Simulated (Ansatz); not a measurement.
**The polar optical mode of ZnS, worked through**

These are results of DFT LDA, scalar-relativistic, plane waves, PAW in Ansatz 0.2.0, not measurements. Plane waves to 420 eV; Γ-centred k mesh 10×10×10; fixed occupations. No spin polarisation. Phonons by linear response, acoustic sum rule imposed.

Relaxed structure:
```
CELL_PARAMETERS angstrom
0.00000 2.64840 2.64840
2.64840 0.00000 2.64840
2.64840 2.64840 0.00000
ATOMIC_POSITIONS crystal
Zn 0.25000 0.25000 0.25000
S 0.00000 0.00000 0.00000
```

Linear response gives ν_TO = 291.0 cm⁻¹, Born charges ±1.903 e (positive on Zn) and ε∞ = 6.184. The primitive cell holds 37.152 Å³, and the masses are 65.380 and 32.060 amu.

**Question.** Find ν_LO and the static dielectric constant.

**Answer.** The long-wave field adds a restoring force: ω_LO² − ω_TO² = Z*²e²/(ε_vac ε∞ μV). In these units ν_LO² − ν_TO² = 4.92064×10⁷ Z*²/(μ V ε∞) cm⁻², with μ = m₁m₂/(m₁ + m₂) = 21.512 amu: 36062 cm⁻². So ν_LO = √(291.0² + 36062) = 347.5 cm⁻¹, and the run gives 347.5. Lyddane–Sachs–Teller then gives ε0 = ε∞ (ν_LO/ν_TO)² = 8.82, against 8.82 in the run (it forms both from the same three quantities, so the match checks the arithmetic only). Between ν_TO and ν_LO the dielectric function is negative and an undamped crystal reflects fully: a reststrahlen band from 28.8 to 34.4 μm.

**Question.** What do the Clausius–Mossotti polarisability and the Szigeti charge come to?

**Answer.** With the Lorentz local field, α = (3V/4π)(ε∞ − 1)/(ε∞ + 2) = 5.62 Å³ for the pair, and e_S = 3Z*/(ε∞ + 2) = 0.70 e. The Born charge includes the electrons' response to the dipole's own local field, and e_S takes that enhancement out. The Lorentz field assumes point-like polarisable ions, a poor picture once ε∞ is this large, since the electron clouds then overlap or are shared, so both numbers are formal here.

**Question.** How strongly does a slow electron couple to the LO mode?

**Answer.** For one isotropic parabolic band, Fröhlich's constant is α_F = (1/ε∞ − 1/ε0) √(m* Ry/ħω_LO), with Ry = 13.606 eV, ħω_LO = 43.1 meV and m* in free-electron masses: α_F = 0.0483 × 17.77 × √m* = 0.86 √m*. The band mass isn't part of this run; for m* = 0.1, 0.3 and 1 it gives 0.27, 0.47, 0.86. In weak coupling the polaron lies α_F ħω_LO below the band edge (20 meV at m* = 0.3) with a mass m*(1 + α_F/6); past α_F of about 5 or 6 that expansion fails. A semilocal functional's ε∞ tends to be too large, which taken alone lowers α_F.

Cost: 1 run of about 2 core-minutes, on Intel Xeon 6975P-C (Granite Rapids) (shared hosts).

The LO-TO splitting, from 291.0 to 347.5 cm⁻¹, marks ZnS as a polar covalent semiconductor. The zinc and sulfur sublattices carry a sizeable dynamical charge, but the easily polarised bonding electrons screen the field it sets up. Electrons accordingly supply more of the static dielectric constant than the lattice does. A Born charge of 1.903 e, close to the formal valence, is no evidence of full ionicity, because it includes charge that flows along the bonds as the atoms move.

The TO frequency lies above the measured one, probably because LDA overbinds, shortening and stiffening the Zn–S bond. The LO frequency is nevertheless close to experiment, which suggests that the stiff short-range force and the overscreened splitting largely cancel; that agreement therefore doesn't validate either part.

The conduction-band minimum of ZnS is s-like and light, so its electrons should form large, weakly bound polarons rather than self-trapped ones. The estimate doesn't carry over to holes, whose p-like bands are degenerate and warped at the zone centre.
